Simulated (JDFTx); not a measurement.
Fe:

```xyz
1
Lattice="-1.4430 1.4430 1.4430 1.4430 -1.4430 1.4430 1.4430 1.4430 -1.4430" Properties=species:S:1:pos:R:3 pbc="T T T"
Fe    0.0000    0.0000    0.0000
```

Base run:

- Program: JDFTx 1.7.0 (patched build)
- Functional: PBE
- Potentials or basis: PseudoDojo-SR-PBE-0.5-standard with smoothed tails
- Cutoff: 1225 eV
- Density cutoff: 4898 eV
- k mesh: 13 × 13 × 13
- Occupations: fermi-dirac, width 0.05 eV
- Spin: collinear spin, ferromagnetic start
- Starting moments: [3.0] μB
- Hubbard terms: Fe d U = 4 eV

Its results: band gap on the k mesh none (metal or under the smearing width); pressure 6.8 GPa; net moment 2.65 μB per cell; site moments Fe +2.79 μB.

**Question.** The run is repeated on the same cell with these changes: hubbard terms from Fe d U = 4 eV to Fe d U = 3 eV. What comes out?

**Answer.** Band gap on the k mesh none (metal or under the smearing width); pressure 3.9 GPa; net moment 2.65 μB per cell; site moments Fe +2.78 μB.

Caveats: the U is typed as a test and isn't derived for this compound.
